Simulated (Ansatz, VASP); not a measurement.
## One calculation of AlN, two programs

```
Al N
1.0
     3.06434    0.00000    0.00000
    -1.53217    2.65379    0.00000
     0.00000    0.00000    4.97800
Al N
2 2
Direct
  0.33333 0.66667 0.00000
  0.66667 0.33333 0.50000
  0.33333 0.66667 0.38500
  0.66667 0.33333 0.88500
```

Change from the starting cell: strain -0.015 along x and y, +0.000 along z, atoms carried along.

Alike in both runs: task single point; functional PBE; k mesh 12 × 12 × 6; occupations gaussian, width 0.05 eV; no spin polarisation.

```csv
,VASP,Ansatz
version,VASP 6.6.1,Ansatz 0.2.0
potentials or method,"VASP PAW PBE potentials, release 64 (Al, N)","scalar-relativistic, plane waves, PAW"
plane-wave cutoff (eV),520,420
valence electrons in the cell,16,16
```

```csv
,VASP,Ansatz,Ansatz less VASP
gap on the k mesh at the Fermi level (eV),4.47,4.46,-0.012
least direct gap on the mesh (eV),4.47,4.46,-0.012
pressure (GPa),10.8,11.1,+0.24
largest component of the traceless stress (GPa),6.04,6.04,+0.001
rms of the force components (eV/Å),0.214,0.213,-0.0011
```

Atom by atom the forces differ by 0.001 eV/Å (rms over components).

A k mesh can miss the band edges.
